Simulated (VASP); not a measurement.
# PbS (Galena) (Fm-3m) in VASP: further runs

One crystal, PbS (Galena), is run at these levels: PBE+D3(BJ); tasks: relaxation of the atoms.

All numbers are computed with VASP 6.6.1; they aren't measurements. Logs are shortened: lines on timing, memory, paths and dates and some standing lists are left out, and cuts for length are marked.

### 1 Starting point

Symmetry: Fm-3m, No. 225, cubic system. Conventional cell: a = 5.934 Å, b = 5.934 Å, c = 5.934 Å, α = 90.00°, β = 90.00°, γ = 90.00°. Pb (site symmetry m-3m) has 6 S at 2.97 Å as nearest neighbours. S (site symmetry m-3m) has 6 Pb at 2.97 Å as nearest neighbours.

### 2 Relaxation of the atoms, PBE+D3(BJ) (a relaxed cell with its volume scaled by 0.94)

Input file INCAR:

```
SYSTEM = PbS
PREC = Accurate ; ENCUT = 600
EDIFF = 1E-7 ; ISMEAR = 0
SIGMA = 0.03 ; LREAL = .FALSE.
LASPH = .TRUE. ; NELM = 80
ALGO = Normal ; ISIF = 2
LWAVE = .FALSE. ; LCHARG = .FALSE.
GGA = PE ; IVDW = 12
IBRION = 2 ; NSW = 40
EDIFFG = -0.01
```

Input file KPOINTS:

```
Automatic mesh
0
G
  8 8 8
  0 0 0
```

Input file POSCAR:

```
PbS                                     
1.0
   -0.0000000000      2.9065034987      2.9065034987
    2.9065034987     -0.0000000000      2.9065034987
    2.9065034987      2.9065034987      0.0000000000
  Pb              S             
     1     1
Direct
     0.0000000000000000    1.0000000000000000    1.0000000000000000
     0.5000000000000000    0.5000000000000000    0.5000000000000000
```

Potentials or basis: VASP PAW PBE potentials, release 64 (Pb_d, S).

Run with:

```bash
cat potpaw_PBE.64/Pb_d/POTCAR potpaw_PBE.64/S/POTCAR > POTCAR
mpirun -np 1 vasp_std > vasp.out
```

OUTCAR:

```text
SYSTEM = PbS
   PREC = Accurate
   ENCUT = 600
   EDIFF = 1E-7
   ISMEAR = 0
   LREAL = .FALSE.
   LASPH = .TRUE.
   NELM = 80
   ISIF = 2
   GGA = PE
   IVDW = 12
   IBRION = 2
   NSW = 40
   EDIFFG = -0.01
 IVDW          = 12

 ion  position               nearest neighbor table
   1  0.000  0.000  0.000-   2 2.91   2 2.91   2 2.91   2 2.91   2 2.91   2 2.91
   2  0.500  0.500  0.500-   1 2.91   1 2.91   1 2.91   1 2.91   1 2.91   1 2.91

  LATTYP: Found a face centered cubic cell.
 ALAT       =     5.8130069974

  Lattice vectors:

 A1 = (   0.0000000000,   2.9065034987,   2.9065034987)
 A2 = (   2.9065034987,   0.0000000000,   2.9065034987)
 A3 = (   2.9065034987,   2.9065034987,   0.0000000000)

Analysis of symmetry for initial positions (statically):
=====================================================================
 Subroutine PRICEL returns:
 Original cell was already a primitive cell.

 Routine SETGRP: Setting up the symmetry group for a
 face centered cubic supercell.

 Subroutine GETGRP returns: Found 48 space group operations
 (whereof 48 operations were pure point group operations)
 out of a pool of 48 trial point group operations.

The static configuration has the point symmetry O_h .

Analysis of symmetry for dynamics (positions and initial velocities):
=====================================================================
 Subroutine PRICEL returns:
 Original cell was already a primitive cell.

 Routine SETGRP: Setting up the symmetry group for a
 face centered cubic supercell.

 Subroutine GETGRP returns: Found 48 space group operations
 (whereof 48 operations were pure point group operations)
 out of a pool of 48 trial point group operations.

The dynamic configuration has the point symmetry O_h .

 Subroutine INISYM returns: Found 48 space group operations
 (whereof 48 operations are pure point group operations),
 and found     1 'primitive' translations

----------------------------------------------------------------------------------------

                                     Primitive cell

  volume of cell :      49.1069

  direct lattice vectors                    reciprocal lattice vectors
     0.000000000  2.906503499  2.906503499    -0.172028006  0.172028006  0.172028006
     2.906503499  0.000000000  2.906503499     0.172028006 -0.172028006  0.172028006
     2.906503499  2.906503499  0.000000000     0.172028006  0.172028006 -0.172028006

  length of vectors
     4.110416667  4.110416667  4.110416667     0.297961246  0.297961246  0.297961246

  position of ions in fractional coordinates (direct lattice)
     0.000000000  0.000000000  0.000000000
     0.500000000  0.500000000  0.500000000

  ion indices of the primitive-cell ions
   primitive index   ion index
                 1           1
                 2           2

----------------------------------------------------------------------------------------

 KPOINTS: Automatic mesh

Automatic generation of k-mesh.
 Grid dimensions read from file:
 generate k-points for:    8    8    8

 Generating k-lattice:

  Cartesian coordinates                     Fractional coordinates (reciprocal lattice)
    -0.021503501  0.021503501  0.021503501     0.125000000  0.000000000  0.000000000
     0.021503501 -0.021503501  0.021503501     0.000000000  0.125000000  0.000000000
     0.021503501  0.021503501 -0.021503501     0.000000000  0.000000000  0.125000000

  Length of vectors
     0.037245156  0.037245156  0.037245156

  Shift w.r.t. Gamma in fractional coordinates (k-lattice)
     0.000000000  0.000000000  0.000000000

 Subroutine IBZKPT returns following result:
 ===========================================

 Found     29 irreducible k-points:

 Following reciprocal coordinates:
            Coordinates               Weight
  0.000000  0.000000  0.000000      1.000000
  0.125000  0.000000  0.000000      8.000000
  0.250000  0.000000  0.000000      8.000000
  0.375000  0.000000  0.000000      8.000000
  0.500000  0.000000  0.000000      4.000000
  0.125000  0.125000  0.000000      6.000000
[... 16 lines left out ...]
  0.500000  0.250000  0.125000     48.000000
 -0.375000  0.250000  0.125000     24.000000
 [... further k-points ...]
   k-points           NKPTS =     29   k-points in BZ     NKDIM =     29   number of bands    NBANDS=     14
   number of dos      NEDOS =    301   number of ions     NIONS =      2
   total plane-waves  NPLWV =  46656
   dimension x,y,z NGX =    36 NGY =   36 NGZ =   36
   dimension x,y,z NGXF=    72 NGYF=   72 NGZF=   72
   ions per type =               1   1
   NGX,Y,Z   is equivalent  to a cutoff of  14.56, 14.56, 14.56 a.u.
   NGXF,Y,Z  is equivalent  to a cutoff of  29.12, 29.12, 29.12 a.u.
 SYSTEM =  PbS
   PREC   = accura    normal or accurate (medium, high low for compatibility)
   ISTART =      0    job   : 0-new  1-cont  2-samecut
   ICHARG =      2    charge: 1-file 2-atom 10-const
   ISPIN  =      1    spin polarized calculation?
   LNONCOLLINEAR =      F non collinear calculations
   LSORBIT =      F    spin-orbit coupling
   LASPH  =      T    aspherical Exc in radial PAW
   ENCUT  =  600.0 eV  44.10 Ry    6.64 a.u.   8.21  8.21  8.21*2*pi/ulx,y,z
   NELM   =     80;   NELMIN=  2; NELMDL= -5     # of ELM steps
   EDIFF  = 0.1E-06   stopping-criterion for ELM
   LREAL  =      F    real-space projection
   EDIFFG = -.1E-01   stopping-criterion for IOM
   NSW    =     40    number of steps for IOM
   IBRION =      2    ionic relax: 0-MD 1-quasi-New 2-CG
   NFREE  =      1    steps in history (QN), initial steepest desc. (CG)
   ISIF   =      2    stress and relaxation
   ISYM   =      2    0-nonsym 1-usesym 2-fastsym
   POTIM  = 0.5000    time-step for ionic-motion
   TEBEG  =    0.0;   TEEND  =   0.0 temperature during run
   PSTRESS=    0.0 pullay stress
   NELECT =      20.0000    total number of electrons
   NUPDOWN=      -1.0000    fix difference up-down
   EMIN   =  10.00;   EMAX   =-10.00  energy-range for DOS
   EFERMI =   0.00;   METHOD = LEGACY
   ISMEAR =     0;   SIGMA  =   0.03  broadening in eV -4-tet -1-fermi 0-gaus
   EFERMI_NEDOS =   21; number of points for ismear=-14 and -15
   IALGO  =     38    algorithm
   IMIX   =      4    mixing-type and parameters
     AMIX     =   0.40;   BMIX     =  1.00
     AMIX_MAG =   1.60;   BMIX_MAG =  1.00
  volume/ion in A,a.u.               =      24.55       165.69
  Fermi-wavevector in a.u.,A,eV,Ry     =   1.213493  2.293169 20.035470  1.472566
  Thomas-Fermi vector in A             =   2.348943
   LORBIT       =      0    0 simple, 1 ext, 2 COOP (PROOUT), +10 PAW based schemes
   GGA     = PE    functional components
   LHFCALC =     F    Hartree Fock is set to
   AEXX    =    0.0000 exact exchange contribution
   IVDW    =    12    specifies the selected vdW correction
   LEPSILON=     F    determine dielectric tensor
   LRPA    =     F    only Hartree local field effects (RPA)
 conjugate gradient relaxation of ions
 non-spin polarized calculation
 Gauss-broadening in eV      SIGMA  =   0.03
  energy-cutoff  :      600.00
  volume of cell :       49.11
 maximum number of plane-waves:      1676
 NGX is ok and might be reduce to    36
   NGX = 17   NGY = 17   NGZ = 17

 number of electron      19.9999999 magnetization

 Free energy of the ion-electron system (eV)
  ---------------------------------------------------
  ext. energy  EPLUGINS =         0.00000000
  ---------------------------------------------------
  free energy    TOTEN  =        -8.67492541 eV

  energy without entropy =       -8.67492060  energy(sigma->0) =       -8.67492300

 E-fermi :   6.7876     XC(G=0):  -9.9705

 val. band max:        6.7275909422   @ k =   0.5000   0.0000   0.0000
 cond. band min:       6.8476922654   @ k =   0.5000   0.0000   0.0000
 fundamental gap:      0.1201013232
 Fermi energy:         6.7876416106

 k-point     1 :       0.0000    0.0000    0.0000
  band No.  band energies     occupation
      1     -10.2905      2.00000
      2     -10.2905      2.00000
      3     -10.2905      2.00000
      4     -10.2758      2.00000
      5     -10.2758      2.00000
      6      -7.5220      2.00000
      7       0.7266      2.00000
      8       4.1600      2.00000
      9       4.1600      2.00000
     10       4.1600      2.00000
     11      12.0406      0.00000
     12      12.0406      0.00000
     13      12.0406      0.00000
     14      13.2128      0.00000

 k-point     2 :       0.1250    0.0000    0.0000
  band No.  band energies     occupation
      1     -10.2898      2.00000
      2     -10.2881      2.00000
      3     -10.2881      2.00000
      4     -10.2758      2.00000
      5     -10.2758      2.00000
      6      -7.3757      2.00000
      7       0.1589      2.00000
      8       4.2075      2.00000
      9       4.2075      2.00000
     10       4.6011      2.00000
     11      10.6762      0.00000
     12      11.1397      0.00000
     13      11.1397      0.00000
     14      13.2329      0.00000

 k-point     3 :       0.2500    0.0000    0.0000
  band No.  band energies     occupation
      1     -10.2993      2.00000
      2     -10.2993      2.00000
      3     -10.2889      2.00000
      4     -10.2584      2.00000
      5     -10.2584      2.00000
      6      -6.9661      2.00000
      7      -0.9859      2.00000
      8       4.3420      2.00000
      9       4.3420      2.00000
     10       5.3894      2.00000
     11       8.9721      0.00000
     12       9.8192      0.00000
     13       9.8192      0.00000
     14      13.4372      0.00000

 k-point     4 :       0.3750    0.0000    0.0000
  band No.  band energies     occupation
      1     -10.3131      2.00000
      2     -10.3131      2.00000
      3     -10.2886      2.00000
      4     -10.2384      2.00000
      5     -10.2384      2.00000
      6      -6.4243      2.00000
      7      -2.0823      2.00000
      8       4.5154      2.00000
      9       4.5154      2.00000
     10       6.0973      2.00000
     11       7.6854      0.00000
     12       8.8355      0.00000
     13       8.8355      0.00000
     14      14.3664      0.00000

 k-point     5 :       0.5000    0.0000    0.0000
  band No.  band energies     occupation
      1     -10.3188      2.00000
      2     -10.3188      2.00000
      3     -10.2887      2.00000
      4     -10.2300      2.00000
      5     -10.2300      2.00000
      6      -6.1243      2.00000
      7      -2.5823      2.00000
      8       4.6040      2.00000
      9       4.6040      2.00000
     10       6.7276      1.99536
     11       6.8477      0.00464
[... 276 lines left out ...]
 k-point    22 :       0.3750    0.2500    0.1250
  band No.  band energies     occupation
      1     -10.3427      2.00000
      2     -10.2957      2.00000
      3     -10.2830      2.00000
      4     -10.2540      2.00000
      5     -10.2445      2.00000
      6      -6.5967      2.00000
      7      -1.1968      2.00000
      8       3.1485      2.00000
      9       4.1114      2.00000
     10       5.2327      2.00000
     11       8.6058      0.00000
     12      10.0563      0.00000
     13      10.7508      0.00000
     14      12.9377      0.00000

 k-point    23 :       0.5000    0.2500    0.1250
  band No.  band energies     occupation
      1     -10.3638      2.00000
      2     -10.2931      2.00000
      3     -10.2836      2.00000
      4     -10.2488      2.00000
      5     -10.2343      2.00000
      6      -6.1011      2.00000
      7      -1.8458      2.00000
      8       2.8074      2.00000
      9       3.6723      2.00000
     10       5.3528      2.00000
     11       8.4019      0.00000
     12       9.8717      0.00000
     13      10.7258      0.00000
     14      13.6895      0.00000

 k-point    24 :      -0.3750    0.2500    0.1250
  band No.  band energies     occupation
      1     -10.3715      2.00000
      2     -10.2977      2.00000
      3     -10.2728      2.00000
      4     -10.2550      2.00000
      5     -10.2279      2.00000
      6      -5.8438      2.00000
      7      -2.1735      2.00000
      8       2.8123      2.00000
      9       3.2885      2.00000
     10       5.5488      2.00000
     11       8.0938      0.00000
     12      10.0426      0.00000
     13      10.7388      0.00000
     14      14.6435      0.00000

 [... further k-points ...]

------------------------ aborting loop because EDIFF is reached ----------------------------------------

 Edisp (eV)   -0.73832

 E8    (eV) :    -0.3319

  FORCE on cell =-STRESS in cart. coord.  units (eV):
  Direction    XX          YY          ZZ          XY          YZ          ZX
  --------------------------------------------------------------------------------------
  -------------------------------------------------------------------------------------
  Total       1.23666     1.23666     1.23666     0.00000     0.00000     0.00000
  in kB      40.34752    40.34752    40.34752     0.00000     0.00000     0.00000
  external pressure =       40.35 kB  Pullay stress =        0.00 kB

 VOLUME and BASIS-vectors are now :
 -----------------------------------------------------------------------------
  energy-cutoff  :      600.00
  volume of cell :       49.11
      direct lattice vectors                 reciprocal lattice vectors
     0.000000000  2.906503499  2.906503499    -0.172028006  0.172028006  0.172028006
     2.906503499  0.000000000  2.906503499     0.172028006 -0.172028006  0.172028006
     2.906503499  2.906503499  0.000000000     0.172028006  0.172028006 -0.172028006

 POSITION                                       TOTAL-FORCE (eV/Angst)
 -----------------------------------------------------------------------------------
      0.00000      0.00000      0.00000         0.000000      0.000000      0.000000
      2.90650      2.90650      2.90650        -0.000000     -0.000000     -0.000000
 -----------------------------------------------------------------------------------
    total drift:                                0.000000      0.000000      0.000000

  FREE ENERGIE OF THE ION-ELECTRON SYSTEM (eV)
  ---------------------------------------------------
  free  energy   TOTEN  =        -9.4132468464 eV

  energy  without entropy=       -9.4132420352  energy(sigma->0) =       -9.41324444

 reached required accuracy - stopping structural energy minimisation
```

Run time: 12 s. Hardware: 1 thread of Intel Xeon 6975P-C (Granite Rapids), shared host; peak memory 0.21 GiB.

Results:

| Item | Value |
| --- | --- |
| Free energy | -9.4132 eV |
| Pressure after relaxing | 4.0 GPa |
| Band gap on the k mesh | 0.12 eV, direct |
| Dispersion energy per atom | -0.369 eV |

Final structure:
```
Pb S
1.0
     0.00000    2.90650    2.90650
     2.90650    0.00000    2.90650
     2.90650    2.90650    0.00000
Pb S
1 1
Direct
  0.00000 0.00000 0.00000
  0.50000 0.50000 0.50000
```

Levels at points of the mesh, in eV from the valence-band top:
```
           k point  band 7  band 8  band 9  band 10  band 11  band 12  band 13  band 14
(0.00, 0.00, 0.00)   -6.00   -2.57   -2.57    -2.57     5.31     5.31     5.31     6.49
(0.50, 0.00, 0.00)   -9.31   -2.12   -2.12     0.00     0.12     1.74     1.74     8.65
(0.50, 0.50, 0.00)   -7.38   -5.82   -3.94    -3.94     3.50     5.70     5.84     5.84
```

Caveat: the relaxation stopped at its first step, so nothing moved; spin-orbit coupling is left out, which as a rule narrows the gap of such compounds by several tenths of an eV.

### 3 Relaxation of the atoms, PBE+D3(BJ) (a relaxed cell with its volume scaled by 0.96)

INCAR is that of step 2.

KPOINTS is that of step 2.

Input file POSCAR:

```
PbS                                     
1.0
   -0.0000000000      2.9269725075      2.9269725075
    2.9269725075     -0.0000000000      2.9269725075
    2.9269725075      2.9269725075      0.0000000000
  Pb              S             
     1     1
Direct
     0.0000000000000000    1.0000000000000000    1.0000000000000000
     0.5000000000000000    0.5000000000000000    0.5000000000000000
```

Potentials or basis: VASP PAW PBE potentials, release 64 (Pb_d, S).

Run with:

```bash
cat potpaw_PBE.64/Pb_d/POTCAR potpaw_PBE.64/S/POTCAR > POTCAR
mpirun -np 1 vasp_std > vasp.out
```

Run time: 12 s. Hardware: 1 thread of Intel Xeon 6975P-C (Granite Rapids), shared host; peak memory 0.22 GiB.

Results (log left out):

```
Free energy                : -9.4347 eV
Pressure after relaxing    : 2.5 GPa
Band gap on the k mesh     : 0.21 eV, direct
Dispersion energy per atom : -0.361 eV
```

Final structure:
```
Pb S
1.0
     0.00000    2.92697    2.92697
     2.92697    0.00000    2.92697
     2.92697    2.92697    0.00000
Pb S
1 1
Direct
  0.00000 0.00000 0.00000
  0.50000 0.50000 0.50000
```

Levels at points of the mesh, in eV from the valence-band top:
```
           k point  band 7  band 8  band 9  band 10  band 11  band 12  band 13  band 14
(0.00, 0.00, 0.00)   -6.01   -2.43   -2.43    -2.43     5.28     5.28     5.28     6.57
(0.50, 0.00, 0.00)   -9.14   -2.00   -2.00     0.00     0.21     1.82     1.82     8.66
(0.50, 0.50, 0.00)   -7.31   -5.60   -3.76    -3.76     3.63     5.66     5.79     5.79
```

Caveat: the relaxation stopped at its first step, so nothing moved; spin-orbit coupling is left out, which as a rule narrows the gap of such compounds by several tenths of an eV. A k mesh can miss the band edges.

### 4 Relaxation of the atoms, PBE+D3(BJ) (a relaxed cell with its volume scaled by 0.98)

INCAR is that of step 3.

KPOINTS is that of step 3.

Input file POSCAR:

```
PbS                                     
1.0
   -0.0000000000      2.9471591627      2.9471591627
    2.9471591627     -0.0000000000      2.9471591627
    2.9471591627      2.9471591627      0.0000000000
  Pb              S             
     1     1
Direct
     0.0000000000000000    1.0000000000000000    1.0000000000000000
     0.5000000000000000    0.5000000000000000    0.5000000000000000
```

Run with:

```bash
cat potpaw_PBE.64/Pb_d/POTCAR potpaw_PBE.64/S/POTCAR > POTCAR
mpirun -np 1 vasp_std > vasp.out
```

It took 12 s on 1 thread of Intel Xeon 6975P-C (Granite Rapids), shared host; peak memory 0.22 GiB.

It converged, with:

```
Free energy                : -9.4469 eV
Pressure after relaxing    : 1.2 GPa
Band gap on the k mesh     : 0.29 eV, direct
Dispersion energy per atom : -0.354 eV
```

Final structure:
```cif
data_structure
_symmetry_space_group_name_H-M 'P 1'
_symmetry_Int_Tables_number 1
_cell_length_a 4.1679
_cell_length_b 4.1679
_cell_length_c 4.1679
_cell_angle_alpha 60.000
_cell_angle_beta 60.000
_cell_angle_gamma 60.000
_cell_volume 51.20
loop_
_atom_site_label
_atom_site_type_symbol
_atom_site_fract_x
_atom_site_fract_y
_atom_site_fract_z
_atom_site_occupancy
Pb1 Pb 0.00000 0.00000 0.00000 1
S1 S 0.50000 0.50000 0.50000 1
```

Levels at points of the mesh, in eV from the valence-band top:
| k point | band 8 | band 9 | band 10 | band 11 | band 12 | band 13 |
| --- | --- | --- | --- | --- | --- | --- |
| (0.00, 0.00, 0.00) | -2.29 | -2.29 | -2.29 | 5.25 | 5.25 | 5.25 |
| (0.50, 0.00, 0.00) | -1.89 | -1.89 | 0.00 | 0.29 | 1.90 | 1.90 |
| (0.50, 0.50, 0.00) | -5.39 | -3.59 | -3.59 | 3.76 | 5.62 | 5.73 |

Caveat: the relaxation stopped at its first step, so nothing moved; spin-orbit coupling is left out, which as a rule narrows the gap of such compounds by several tenths of an eV. A k mesh can miss the band edges.

[end of part 1 of 2]
